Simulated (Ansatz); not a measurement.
# InAs: the cost of one run

Computed with Ansatz 0.2.0 (DFT PBE, scalar-relativistic, plane waves, PAW, unless a step's input says otherwise).

## 1. The starting structure

The structure is tetragonal, space group I4/mmm (No. 139). The conventional cell has a = 3.821 Å, b = 3.821 Å, c = 7.507 Å, α = 90.00°, β = 90.00°, γ = 90.00°. In (site symmetry 4/mmm) has 4 As at 2.70 Å as nearest neighbours. As (site symmetry 4/mmm) has 4 In at 2.70 Å as nearest neighbours.

As a file:

```
In As
1.0
    -1.91034    1.91034    3.75350
     1.91034   -1.91034    3.75350
     1.91034    1.91034   -3.75350
In As
1 1
Direct
  0.00000 0.00000 0.00000
  0.50000 0.50000 0.00000
```

Recipe of the guess: random cell by space group and Wyckoff sites (I4/mmm, No. 139). The dimensions are guesses.

## 2. A first look at the guess

Input file input.yaml:

```yaml
crystal:
  lattice:
    - [-1.91033542, 1.91033542, 3.75350483]
    - [1.91033542, -1.91033542, 3.75350483]
    - [1.91033542, 1.91033542, -3.75350483]
  atoms:
    - { symbol: In, position: [0.0, 0.0, 0.0] }
    - { symbol: As, position: [0.5, 0.5, 0.0] }
basis:
  ecutwfc: 420
kpoints:
  mp_grid: { grid: [6, 6, 6] }
hamiltonian:
  xc: pbe
scf:
  occupations: { method: gaussian, width: 0.1 }
  lower_state_search: "off"
output:
  forces: true
  stress: true
  eigenvalues: true
```

Launch:

```
$ ansatz run input.yaml --threads 1 --pin off --max-ram 2560MiB --backend cpu --events-out ev --progress --plain --runs-dir out
```

**Question.** How long does this run take on 1 thread of Arm Neoverse V2, shared host, and how much memory does it need?

About 2 s, with a peak of 0.33 GiB.
